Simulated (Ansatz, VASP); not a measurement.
TePb in VASP and in Ansatz

The input INCAR:

```
SYSTEM = TePb
  ALGO = Fast
  EDIFF = 1E-7
  ENCUT = 520
  GGA = PE
  ISIF = 2
  ISMEAR = 0
  LASPH = .TRUE.
  LCHARG = .TRUE.
  LELF = .TRUE.
  LREAL = .FALSE.
  LVHAR = .TRUE.
  LWAVE = .FALSE.
  NBANDS = 17
  NELM = 100
  PREC = Accurate
  SIGMA = 0.022
```

File KPOINTS:

```
k-points
0
G
  7 7 7
  0 0 0
```

POSCAR

```
TePb
1.0
    0.0000000000      3.2310000000      3.2310000000
    3.2310000000      0.0000000000      3.2310000000
    3.2310000000      3.2310000000      0.0000000000
Pb Te
1 1
Direct
    0.0000000000      0.0000000000      0.0000000000
    0.5000000000      0.5000000000      0.5000000000
```

The input input.yaml:

```yaml
crystal:
  lattice:
    - [0.0, 3.231, 3.231]
    - [3.231, 0.0, 3.231]
    - [3.231, 3.231, 0.0]
  atoms:
    - { symbol: Pb, position: [0.0, 0.0, 0.0] }
    - { symbol: Te, position: [0.5, 0.5, 0.5] }
hamiltonian:
  xc: pbe
  pseudopotentials: { kind: paw }
kpoints:
  mp_grid: { grid: [7, 7, 7] }
scf:
  occupations: { method: gaussian, width: 0.022 }
output:
  forces: true
  stress: true
  eigenvalues: true
```

Alike in both runs: task single point; functional PBE; k mesh 7 × 7 × 7; occupations gaussian, width 0.022 eV; no spin polarisation.

```csv
,VASP,Ansatz
version,VASP 6.6.1,Ansatz 0.2.0
potentials or method,"VASP PAW PBE potentials, release 64 (Pb_d, Te)",Ansatz PAW
plane-wave cutoff (eV),520,420
valence electrons in the cell,20,30
```

```tsv
	VASP	Ansatz	Ansatz less VASP
gap on the k mesh at the Fermi level (eV)	1.01	1.01	-0.003
least direct gap on the mesh (eV)	1.01	1.01	-0.003
pressure (GPa)	2.1	2.1	+0.04
```

The two sets of potentials don't hold the same shells in valence.

Spin-orbit coupling is left out, which matters for the levels of Pb, Te.
